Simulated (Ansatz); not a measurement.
`N#CCC#N` + H–F → `N#CCF` + `C#N`  (substitution at a C–C bond)

Gas-phase electronic energies from Ansatz, PBE0-D4/def2-TZVP geometries. CCSD(T)/CBS adds triple-zeta CCSD(T) − MP2 to the extrapolated MP2 energy (def2 sets, frozen cores). This one scheme is used for every species. DFT in def2-TZVPP. B3LYP here is the variant with VWN-RPA as its local correlation; programs differ in this.

```
             level  ΔE (kcal/mol)
       LDA (SPW92)           17.7
            PBE-D4           16.3
           PBE0-D4           17.2
          B3LYP-D4           14.9
           r2SCANh           15.7
     HF/def2-TZVPP           12.6
CCSD(T)/def2-TZVPP           16.4
      HF/CBS(def2)           12.7
```

What does CCSD(T)/CBS give? (An estimate is asked.)

Computed: +17.4 kcal/mol. The listed levels differ from it by 0.3, -1.1, -0.2, -2.5, -1.7, -4.8, -1.0, -4.7 kcal/mol.

What do rigid-rotor, harmonic-oscillator terms from PBE0-D4/def2-TZVP frequencies (298.15 K, 1 bar) make of the CCSD(T)/CBS value? (Best estimate.)

Ansatz gave: ΔZPE = +0.5 kcal/mol, ΔH = +17.5 kcal/mol, ΔS = 13 J/(mol·K), ΔG = +16.6 kcal/mol.

Largest T1 diagnostic among the species: 0.014.

At CCSD(T), def2-SVP lies −3.4 kcal/mol from the extrapolated value and def2-TZVPP −1.0 kcal/mol. In def2-TZVPP, CCSD(T) changes the Hartree–Fock value by +3.8 kcal/mol (the triples alone add +0.3 kcal/mol) and MP2 by +6.7 kcal/mol.

CCSD(T)/CBS has its own doubt, a few kJ/mol and more with outer-core shells, so smaller differences from it don't rank the levels.
